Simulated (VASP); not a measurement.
VASP 6.6.1 run: SnSe

INCAR

```
NSW = 0
IBRION = -1
EDIFF = 1E-7
ISMEAR = -5
NELECT = 19.5
NELM = 120
LCHARG = .FALSE.
PREC = Accurate
ISIF = 2
LREAL = .FALSE.
GGA = PE
LWAVE = .FALSE.
NBANDS = 17
ENCUT = 520
SIGMA = 0.3
LASPH = .TRUE.
```

KPOINTS

```
KPOINTS created by Atomic Simulation Environment
0
Gamma
8 8 8
0 0 0
```

POSCAR

```
Sn Se
 1.0000000000000000
     0.0000000000000000    2.8983277001999999    2.8983277001999999
     2.8983277001999999    0.0000000000000000    2.8983277001999999
     2.8983277001999999    2.8983277001999999    0.0000000000000000
 Sn  Se
   1   1
Cartesian
  0.0000000000000000  0.0000000000000000  0.0000000000000000
  2.8983277001999999  2.8983277001999999  2.8983277001999999
```

The recommended PBE PAW datasets give the neutral cell 20 valence electrons.

Command

```
mpirun -np 1 vasp_std
```

OSZICAR

```
N       E                     dE             d eps       ncg     rms          rms(c)
DAV:   1     0.125480265864E+03    0.12548E+03   -0.90984E+03  1003   0.135E+03
DAV:   2     0.661273137075E+00   -0.12482E+03   -0.12079E+03  1050   0.354E+02
DAV:   3    -0.110646847707E+02   -0.11726E+02   -0.11610E+02  1213   0.912E+01
DAV:   4    -0.113568839920E+02   -0.29220E+00   -0.29294E+00  1133   0.150E+01
DAV:   5    -0.113655102506E+02   -0.86263E-02   -0.86285E-02  1381   0.257E+00    0.331E+00
DAV:   6    -0.113431044955E+02    0.22406E-01   -0.15795E-01  1317   0.439E+00    0.191E+00
DAV:   7    -0.113417272942E+02    0.13772E-02   -0.81925E-02  1289   0.151E+00    0.640E-01
DAV:   8    -0.113415833820E+02    0.14391E-03   -0.14991E-02  1323   0.108E+00    0.173E-01
DAV:   9    -0.113416299417E+02   -0.46560E-04   -0.15710E-03  1353   0.334E-01    0.581E-02
DAV:  10    -0.113417143193E+02   -0.84378E-04   -0.24301E-04  1273   0.119E-01    0.294E-02
DAV:  11    -0.113416761747E+02    0.38145E-04   -0.34175E-05  1226   0.395E-02    0.414E-03
DAV:  12    -0.113416804873E+02   -0.43126E-05   -0.29415E-06  1297   0.159E-02    0.275E-03
DAV:  13    -0.113416840439E+02   -0.35566E-05   -0.77089E-07  1111   0.436E-03    0.171E-03
DAV:  14    -0.113416848028E+02   -0.75894E-06   -0.66914E-08   755   0.287E-03    0.498E-04
DAV:  15    -0.113416838092E+02    0.99362E-06   -0.16816E-08   560   0.134E-03    0.303E-04
DAV:  16    -0.113416837910E+02    0.18234E-07   -0.28282E-09   572   0.344E-04
   1 F= -.11341684E+02 E0= -.11341684E+02  d E =0.000000E+00
```

From OUTCAR

```
k-points           NKPTS =     29   k-points in BZ     NKDIM =     29   number of bands    NBANDS=     17

   NELECT =      19.5000    total number of electrons

   dimension x,y,z NGX =    30 NGY =   30 NGZ =   30
   dimension x,y,z NGXF=    60 NGYF=   60 NGZF=   60

  energy-cutoff  :      520.00
  volume of cell :       48.69
      direct lattice vectors                 reciprocal lattice vectors
     0.000000000  2.898327700  2.898327700    -0.172513274  0.172513274  0.172513274
     2.898327700  0.000000000  2.898327700     0.172513274 -0.172513274  0.172513274
     2.898327700  2.898327700  0.000000000     0.172513274  0.172513274 -0.172513274

 k-points in reciprocal lattice and weights: KPOINTS created by Atomic Simulation Env
   0.00000000  0.00000000  0.00000000       0.002
   0.12500000  0.00000000  0.00000000       0.016
   0.25000000  0.00000000  0.00000000       0.016
   0.37500000  0.00000000  0.00000000       0.016
   0.50000000  0.00000000  0.00000000       0.008
   0.12500000  0.12500000  0.00000000       0.012
   0.25000000  0.12500000  0.00000000       0.047
   0.37500000  0.12500000  0.00000000       0.047
   ...

 E-fermi :   6.1925

 k-point     1 :       0.0000    0.0000    0.0000
  band No.  band energies     occupation
      1     -14.8350      2.00000
      2     -14.8350      2.00000
      3     -14.8290      2.00000
      4     -14.8290      2.00000
      5     -14.8290      2.00000
      6      -7.7643      2.00000
      7       2.2730      2.00000
      8       4.4014      2.00000
      9       4.4014      2.00000
     10       4.4014      2.00000
     11      11.7542      0.00000
     12      11.7542      0.00000
     13      11.7542      0.00000
     14      12.8358      0.00000
     15      12.8358      0.00000
     16      12.8358      0.00000
     17      15.3117      0.00000

 k-point     2 :       0.1250    0.0000    0.0000
  band No.  band energies     occupation
      1     -14.8364      2.00000
      2     -14.8364      2.00000
      3     -14.8284      2.00000
      4     -14.8265      2.00000
      5     -14.8265      2.00000
      6      -7.6332      2.00000
      7       1.3849      2.00000
      8       4.4240      2.00000
      9       4.4240      2.00000
     10       5.1371      2.07724
     11      10.7439      0.00000
     12      10.8472      0.00000
     13      10.8473      0.00000
     14      12.9325      0.00000
     15      13.2498      0.00000
     16      13.2498      0.00000
     17      16.5195      0.00000

 k-point     3 :       0.2500    0.0000    0.0000
  band No.  band energies     occupation
      1     -14.8409      2.00000
      2     -14.8409      2.00000
      3     -14.8273      2.00000
      4     -14.8198      2.00000
      5     -14.8198      2.00000
      6      -7.2753      2.00000
      7      -0.0287      2.00000
      8       4.5000      2.00000
      9       4.5000      2.00000
     10       6.1011      1.08193
     11       9.3988      0.00000
     12       9.5259      0.00000
     13       9.5259      0.00000
     14      13.3072      0.00000
     15      14.2779      0.00000
     16      14.2779      0.00000
     17      18.9140      0.00000

 ...

  Total       -4.1926724     -4.1926724     -4.1926724     -0.0000000     -0.0000000      0.0000000
  in kB     -137.9523342   -137.9523342   -137.9523342     -0.0000000     -0.0000000      0.0000000
  external PRESSURE =    -137.9523342 kB  Pullay stress =       0.0000000 kB

 POSITION                                       TOTAL-FORCE (eV/Angst)
 -----------------------------------------------------------------------------------
      0.00000      0.00000      0.00000         0.000000     -0.000000     -0.000000
      2.89833      2.89833      2.89833        -0.000000      0.000000      0.000000
 -----------------------------------------------------------------------------------
    total drift:                               -0.000000      0.000000      0.000000

  FREE ENERGIE OF THE ION-ELECTRON SYSTEM (eV)
  ---------------------------------------------------
  free  energy   TOTEN  =       -11.3416837910 eV

  energy  without entropy=      -11.3416837910  energy(sigma->0) =      -11.34168379
```

It converged. Results: pressure -13.8 GPa.

The cell is charged and sits in a uniform background.

For comparison, a separate PBE run of the intended cell, on usual settings and not on those above, gives a gap of 0.72 eV on its mesh and a pressure of 8.5 GPa.

The run above took about 34 s on one core of a shared host (Intel Xeon Platinum 8488C) and held 0.18 GiB at most.
